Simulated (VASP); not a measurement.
# PbSe: single point with PBEsol

**Experimental background.**

From a printed reference work, monograph, for a bulk crystal of PbSe at 4.2 K: band gap 0.15 eV (direct).

PbSe:

```xyz
2
Lattice="0.0000 3.0516 3.0516 3.0516 0.0000 3.0516 3.0516 3.0516 0.0000" Properties=species:S:1:pos:R:3 pbc="T T T"
Pb    0.0000    0.0000    0.0000
Se    3.0516    3.0516    3.0516
```

| Quantity | Value |
| --- | --- |
| Program | VASP 6.6.1 |
| Task | single point |
| Functional | PBEsol |
| Potentials or basis | VASP PAW PBE potentials, release 64 (Pb_d, Se) |
| Cutoff | 520 eV |
| k mesh | 10 × 10 × 10 |
| Occupations | gaussian, width 0.01 eV |
| Spin | no spin polarisation |

```yaml
Pressure: 0.0 GPa
Band_gap_on_the_k_mesh: 0.17 eV
```

Levels at points of the mesh, in eV from the valence-band top:
```tsv
k point	band 7	band 8	band 9	band 10	band 11	band 12	band 13	band 14
(0.00, 0.00, 0.00)	-6.32	-1.92	-1.92	-1.92	4.69	4.69	4.69	6.42
(0.50, 0.00, 0.00)	-8.89	-1.50	-1.50	0.00	0.17	1.62	1.62	8.42
(0.50, 0.50, 0.00)	-7.43	-5.11	-3.31	-3.31	3.54	5.61	5.61	6.04
```

Run time: 39 s on 1 thread of Intel Xeon 8259CL (shared host), peak memory 0.2 GiB.

Measured gap of PbSe: 0.15 eV (direct; 4.2 K; a printed reference work, monograph). This calculation gives 0.17 eV (+0.02 eV). 2 values of this kind are on record (0.15 to 0.28 eV); this one was drawn at random. Spin-orbit coupling on Pb, Se is left out. The value is that of PBEsol on a finite k mesh, which can miss the band edges, without temperature or zero-point motion.

Caveat: the PAW data sets were made with another functional, which shifts forces and pressure a little; spin-orbit coupling is left out, which moves the levels of the heavy elements.
